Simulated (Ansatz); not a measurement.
SrCl2 (fluorite (111) film, 2 layers), computed twice by G0W0.

The cell holds 6 atoms: 4 Cl and 2 Sr. Cell: a = 4.933 Å, b = 4.933 Å, c = 34.600 Å, α = 90.0°, β = 90.0°, γ = 120.0°. It derives from SrCl2. Vacuum lies along c.

```xyz
6
Lattice="4.9333 0.0000 0.0000 -2.4666 4.2723 0.0000 0.0000 0.0000 34.6000" Properties=species:S:1:pos:R:3
Cl    2.4666    1.4241   18.2826
Sr    0.0000    0.0000   19.1763
Cl    0.0000    2.8482   20.1496
Cl    0.0000    2.8482   14.4504
Sr    2.4666    1.4241   15.4237
Cl    0.0000    0.0000   16.3174
```

The structure was relaxed with LDA (ions only). The runs that relaxed it are not among those shown. PAW set soft_2, made with PBE.

The first (Ansatz 0.2.0; start LDA, 3×3×1 mesh, 867 empty bands, screening to 65 eV; 4 threads of Arm Neoverse V1, shared host) gave, on its mesh: starting gap 5.05 eV, G0W0 gap 7.92 eV, mean of 1 + 4πα/V (set by the cell height) 1.35, 4 min.

**Question.** The second changes empty bands from 867 to 357 and screening cutoff (eV) from 65.0 to 36. What does it give?

It gave: starting gap 5.05 eV, G0W0 gap 7.76 eV, mean of 1 + 4πα/V (set by the cell height) 1.35, 55 s. The G0W0 gap moves by −0.15 eV, +0.00 eV from the start and −0.15 eV from the correction. Σc changes by +0.20 eV at the valence top and +0.05 eV at the conduction bottom, and Σx − Vxc between them by +0.00 eV.

Limits: not at the basis limit; coarse mesh for a sheet; no spin-orbit coupling.

[Paths, hosts, dates, memory and timing lines, banners, echoed tables and standing remarks are left out of the program output.]

[Logs are printed without paths, hosts, clocks, repeated set-up lines and the standing remarks that a program may print on its own settings, such as how far it seeks lower states.]

[Runs of the session that timed out or met a known fault of the program may be left out.]

[Cells called generated may have been cut or substituted from an entry of the Crystallography Open Database or the Materials Project.]

[Hosts, paths, dates, database ids (printed as entryN), source tags and the programs' standing remarks are cut or masked in the printed files.]
